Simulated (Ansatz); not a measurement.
Runs of Ansatz 0.2.0 on MgS (Niningerite). Symmetry: Fm-3m, No. 225, cubic system. The conventional cell has a = 5.203 Å, b = 5.203 Å, c = 5.203 Å, α = 90.00°, β = 90.00°, γ = 90.00°. Around S (site symmetry m-3m) lie 6 Mg at 2.60 Å. Mg (site symmetry m-3m) is surrounded by 6 S at 2.60 Å. 

```csv
task,level,potentials or basis,cell,cutoff (eV),points for each segment of the path,gap on the mesh (eV),pressure (GPa),relaxed volume (Å³/atom)
band structure,PBE,JTH PAW,as given,900,14,(b),1.2,-
relaxation of cell and atoms,PBEsol,Ansatz PAW,relaxed,420,-,2.86,0.0,17.39
band structure,PBE,PseudoDojo stringent (PBE files),as given,1143,14,2.92,1.2,-
band structure,PBE,Ansatz PAW,as given,420,14,2.92,1.2,-
relaxation of cell and atoms,PBEsol+D3(BJ),Ansatz PAW,relaxed,420,-,2.93,0.0,16.76
band structure,PBE,Ansatz PAW earlier set,as given,620,14,2.92,1.2,-
relaxation of cell and atoms,PBEsol+D3(BJ)-ATM,Ansatz PAW,relaxed,420,-,2.92,0.0,(a)
band structure,PBE,PseudoDojo standard (PBE files),as given,1143,14,2.92,1.2,-
```

Alike in all rows: no spin polarisation; k mesh 9 × 9 × 9; smearing fermi-dirac 0.05 eV.

Question: Estimate the missing entries.

Answer: (a) 16.85; (b) 2.91.

Caveats: the k mesh misses the band edges, so the gap on the mesh is wider than the one along the path (some runs); odd divisions of the mesh miss points on the zone boundary, where band edges often lie, so the gap on the mesh can be too wide (some runs); the plane-wave basis is chosen anew once the cell has moved, so the energies of steps on either side of that aren't comparable (some runs); the PAW data sets come from PBE, with cores solved anew for the run's functional, which leaves a small shift of forces and pressure (some runs).
